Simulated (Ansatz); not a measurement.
# GaAs: a single-point run

Wanted: a converged single-point run for GaAs, and a check of what comes out. The structure is shown as the input types it. The cell is built on a prototype (CsCl type) and needn't be the phase found in nature.

Computed with Ansatz 0.2.0 (density functional or hybrid calculation with the settings of its input, plane waves, unless a step's input says otherwise).

9 further runs of the same task are left out: 6 for a known fault of the program, 3 that didn't finish.

## (1) The structure to begin with

The structure is cubic, space group Pm-3m (No. 221). The conventional cell has a = 3.329 Å, b = 3.329 Å, c = 3.329 Å, α = 90.00°, β = 90.00°, γ = 90.00°. Ga (site symmetry m-3m) has 8 As at 2.88 Å as nearest neighbours. As (site symmetry m-3m) has 8 Ga at 2.88 Å as nearest neighbours.

As a file:

```xyz
2
Lattice="3.3287 0.0000 0.0000 0.0000 3.3287 0.0000 0.0000 0.0000 3.3287" Properties=species:S:1:pos:R:3 pbc="T T T"
Ga    0.0000    0.0000    0.0000
As    1.6643    1.6643    1.6643
```

## (2) The calculation

The input, input.yaml:

```yaml
crystal:
  lattice:
    - [3.3286687154, 0.0, 0.0]
    - [0.0, 3.3286687154, 0.0]
    - [0.0, 0.0, 3.3286687154]
  atoms:
    - { symbol: Ga, position: [0.0, 0.0, 0.0] }
    - { symbol: As, position: [0.5, 0.5, 0.5] }
kpoints:
  mp_grid: { grid: [4, 4, 4] }
hamiltonian:
  xc:
    exchange: pbe
    correlation: pbe
    exx: { coeff: -0.2, omega: 0.2078 }
scf:
  occupations: { method: fermi_dirac, width: 0.02 }
  n_extra_bands: 4
output:
  forces: true
  stress: true
  eigenvalues: true
```

On the command line:

```sh
> ansatz run input.yaml --threads 4 --pin off --max-ram 3686MiB --backend cpu --events-out ev --progress --plain --runs-dir out
```

The program printed:

```text
Error: invalid value for `hamiltonian.xc.exx.coeff`: must be finite and in (0, 1]; got -0.2
```

Wall time 0.01 s (4 threads, shared host); peak memory 0.05 GiB.

## (3) Diagnosis

Nothing was computed: the input was turned down at the start. The line that matters: «invalid value for `hamiltonian.xc.exx.coeff`: must be finite and in (0, 1]; got -0.2»

The program checks this value's range before starting, and it fails the check.

Fix: set an allowed value.

## (4) Outcome

| quantity | value |
| --- | --- |
| ending | refused |
| cause | value out of range |

What this shows: The run has to be repeated with the input mended.
